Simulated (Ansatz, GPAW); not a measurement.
This is a calculation of PbS (Galena) for GPAW 26.7.0 (ASE script). 

Contents of run.py:

```python
from ase.dft.bandgap import bandgap
from ase.io import read, write
from ase.units import GPa
from gpaw import GPAW, PW

atoms = read('POSCAR')

calc = GPAW(mode=PW(600),
            xc='PBE',
            kpts={'size': (8, 8, 8), 'gamma': True},
            occupations={'name': 'methfessel-paxton', 'order': 0, 'width': 0.028000000000000004},
            nbands=19,
            convergence={'density': 1e-05, 'energy': 1e-05},
            maxiter=150,
            txt='gpaw.txt')
atoms.calc = calc
energy = atoms.get_potential_energy()
forces = atoms.get_forces()
stress = atoms.get_stress()
calc.write('gs.gpw')
write('result.traj', atoms)
print(f'Energy: {energy:.6f} eV')
print('Forces (eV/A):')
print(forces.round(4))
print('Stress (GPa):', (stress / GPa).round(3))
print('Fermi level:', round(calc.get_fermi_level(), 4), 'eV')
print(f'Gap: {bandgap(calc)[0]:.4f} eV, direct: {bandgap(calc, direct=True)[0]:.4f} eV')
```

File POSCAR:

```
PbS
1.0
    0.0000000000      2.9657500000      2.9657500000
    2.9657500000      0.0000000000      2.9657500000
    2.9657500000      2.9657500000      0.0000000000
Pb S
1 1
Direct
    0.0000000000      0.0000000000      0.0000000000
    0.5000000000      0.5000000000      0.5000000000
```

Potentials or basis: GPAW PAW data sets (gpaw-data 1.2.1), pw.

Command:

```bash
$ OMP_NUM_THREADS=1 python run.py
```

Task: Translate it to Ansatz 0.2.0. Potentials or basis there: all-electron LAPW, scalar-relativistic.

Result: As run (cutoffs and basis follow the program's own potentials, and thresholds, step limits or extra output files can differ):

input.yaml

```yaml
crystal:
  lattice:
    - [0.0, 2.96575, 2.96575]
    - [2.96575, 0.0, 2.96575]
    - [2.96575, 2.96575, 0.0]
  atoms:
    - { symbol: Pb, position: [0.0, 0.0, 0.0] }
    - { symbol: S, position: [0.5, 0.5, 0.5] }
kpoints:
  mp_grid: { grid: [8, 8, 8] }
scf:
  occupations: { method: gaussian, width: 0.028 }
hamiltonian:
  xc: pbe
  pseudopotentials: { kind: all_electron, lapw: { basis_error: 0.001 } }
output:
  forces: true
  stress: true
  eigenvalues: true
```

Potentials or basis: all-electron LAPW, scalar-relativistic.

Launch:

```bash
$ ansatz run input.yaml --threads 1 --pin off --max-ram 3072MiB --backend cpu --events-out ev --progress --plain --runs-dir out
```

Both were run:

|  | GPAW | Ansatz |
| --- | --- | --- |
| Pressure | 2.0 GPa | 2.2 GPa |

Where Ansatz's input types no cutoff or centring, it takes its own default and a Γ-centred mesh.

Pressure is positive in compression.
